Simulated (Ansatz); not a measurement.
**A family of molecules: the HOMO–LUMO gap**

All atoms of one element are swapped for its congeners: CHF3 (trifluoromethane) `FC(F)F`; CHBr3 `BrC(Br)Br`; CHI3 (iodoform) `IC(I)I`. The Cl member is missing. All are singlets with charge 0.

Shapes, held fixed at every level: PBE0-D4/def2-TZVP. Programs: Ansatz 0.2.0. Values in eV.

(1) How should the HOMO–LUMO gap change along the series?

## Answers

(1) At wB97M-V/def2-TZVPP the HOMO–LUMO gap falls at every step, from 17.25 to 8.62 eV. Every level shows the same order. For atoms past krypton def2 sets carry core potentials with scalar relativity. Relativity is left out for Br unless named. Orbital gaps aren't excitation energies, and the LUMO depends on the basis.

```json
{"level": "SPW92/def2-TZVPP", "CHF3": "10.62", "CHBr3": "4.06", "CHI3": "2.62"}
{"level": "r2SCAN-D4/def2-TZVPP", "CHF3": "11.96", "CHBr3": "4.50", "CHI3": "2.97"}
{"level": "B3LYP-D4/def2-TZVPP", "CHF3": "12.64", "CHBr3": "5.80", "CHI3": "4.11"}
{"level": "PBE0-D4/def2-TZVPP", "CHF3": "13.31", "CHBr3": "6.32", "CHI3": "4.56"}
{"level": "r2SCAN0-D4/def2-TZVPP", "CHF3": "14.31", "CHBr3": "6.57", "CHI3": "4.75"}
{"level": "wB97M-V/def2-TZVPP", "CHF3": "17.25", "CHBr3": "10.63", "CHI3": "8.62"}
```

The gap narrows from fluoroform to iodoform, and at every level the drop from F to Br is much larger than that from Br to I. Part of this is simply that the first step skips chlorine, but the frontier orbitals probably change character as well. In bromoform and iodoform the HOMO is essentially a halogen p lone pair, which rises in energy as the halogen becomes less electronegative and its valence shell more diffuse. The LUMO is mainly C–X σ*, which drops as the longer, weaker bond reduces the bonding–antibonding splitting. Fluorine holds its lone pairs so tightly that the HOMO of fluoroform has substantial C–H bonding character, while its C–F σ* levels lie high.

The choice of functional shifts the gaps by several eV but leaves the order intact, with the largest values from wB97M-V probably reflecting its full long-range exact exchange. The gaps alone can't show how much of the narrowing comes from the rising HOMO and how much from the falling LUMO.
